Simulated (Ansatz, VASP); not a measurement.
Given: the input of a run of Ansatz 0.2.0 on MgB2.

File input.yaml:

```yaml
crystal:
  lattice:
    - [3.105431059, 0.0, 0.0]
    - [-1.5527155295, 2.6893821868, 0.0]
    - [0.0, 0.0, 3.5463318058]
  atoms:
    - { symbol: Mg, position: [0.0, 0.0, 0.0] }
    - { symbol: B, position: [0.6666666667, 0.3333333333, 0.5] }
    - { symbol: B, position: [0.3333333333, 0.6666666667, 0.5] }
kpoints:
  mp_grid: { grid: [10, 10, 8] }
scf:
  occupations: { method: fermi_dirac, width: 0.05 }
hamiltonian:
  xc: pbesol
  pseudopotentials: { kind: all_electron, lapw: { basis_error: 0.002 } }
output:
  forces: true
  stress: true
  eigenvalues: true
```

Potentials or basis: all-electron LAPW, scalar-relativistic.

The run is started by

```bash
$ ansatz run input.yaml --threads 2 --pin off --max-ram 6144MiB --backend cpu --events-out ev --progress --plain --runs-dir out
```

Problem. Set up the same calculation for VASP 6.6.1. Potentials there: VASP PAW PBE potentials, release 64 (Mg, B).

Solution. As run (the cutoff follows the program's own potentials):

The input INCAR:

```
SYSTEM = MgB2
  PREC = Accurate
  ENCUT = 520
  EDIFF = 1E-7
  ISMEAR = -1
  SIGMA = 0.05
  LREAL = .False.
  LASPH = .True.
  NELM = 80
  ALGO = Normal
  ISIF = 2
  LWAVE = .False.
  LCHARG = .False.
  GGA = PS
  NBANDS = 11
```

File KPOINTS:

```
regular mesh
0
Gamma
  10 10 8
  0 0 0
```

Contents of POSCAR:

```
MgB2
1.0
    3.1054310590      0.0000000000      0.0000000000
   -1.5527155295      2.6893821868      0.0000000000
    0.0000000000      0.0000000000      3.5463318058
Mg B
1 2
Direct
    0.0000000000      0.0000000000      0.0000000000
    0.6666666667      0.3333333333      0.5000000000
    0.3333333333      0.6666666667      0.5000000000
```

Potentials or basis: VASP PAW PBE potentials, release 64 (Mg, B).

The run is started by

```console
$ cat potpaw_PBE.64/Mg/POTCAR potpaw_PBE.64/B/POTCAR > POTCAR
$ mpirun -np 1 vasp_std > vasp.out
```

Both were run:

|  | VASP | Ansatz | Ansatz less VASP |
| --- | --- | --- | --- |
| gap on the k mesh at the Fermi level (eV) | none | none | - |
| pressure (GPa) | -5.8 | -5.8 | 0.00 |
| largest component of the traceless stress (GPa) | 0.50 | 0.67 | +0.175 |

A gap of «none» marks a metal or a gap that the smearing closes. Ansatz ran all-electron here, so the differences hold the error of VASP's frozen core and of both bases.

Caveats: the PAW data sets were made with another functional, which shifts forces and pressure a little (VASP).
